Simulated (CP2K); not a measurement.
Crystal: YN.

```
Y N
1.0
     3.44856    0.00000    0.00000
     1.72428    2.98654    0.00000
     1.72428    0.99551    2.81574
Y N
1 1
Cartesian
  0.0000 0.0000 0.0000
  3.4486 1.9910 1.4079
```

Base run:

| Property | Result |
| --- | --- |
| Program | CP2K 2026.2 |
| Functional | PBE |
| Potentials or basis | POTENTIAL_UZH Y GTH-PBE-q11, N GTH-PBE-q5; TZVP-MOLOPT-PBE-GTH basis |
| Density cutoff | 6123 eV |
| k mesh | 9 × 9 × 9 |
| Occupations | fermi-dirac, width 0.1 eV |
| Spin | no spin polarisation |

Its results: band gap on the k mesh 0.22 eV, indirect (least direct gap 0.61 eV); pressure 3.7 GPa.

The run is repeated on the same cell with these changes: functional from PBE to PBEsol. What comes out?

Band gap on the k mesh 0.13 eV, indirect (least direct gap 0.52 eV); pressure -0.6 GPa.

PBEsol binds more tightly than PBE, so the same cell stands under less pressure.

Caveats: the basis of atomic orbitals isn't converged, which shifts pressures, moduli and gaps; the potentials were made for another functional, which shifts forces and pressure (some runs).

A k mesh can miss the band edges.

Not every run made on this cell is shown here.
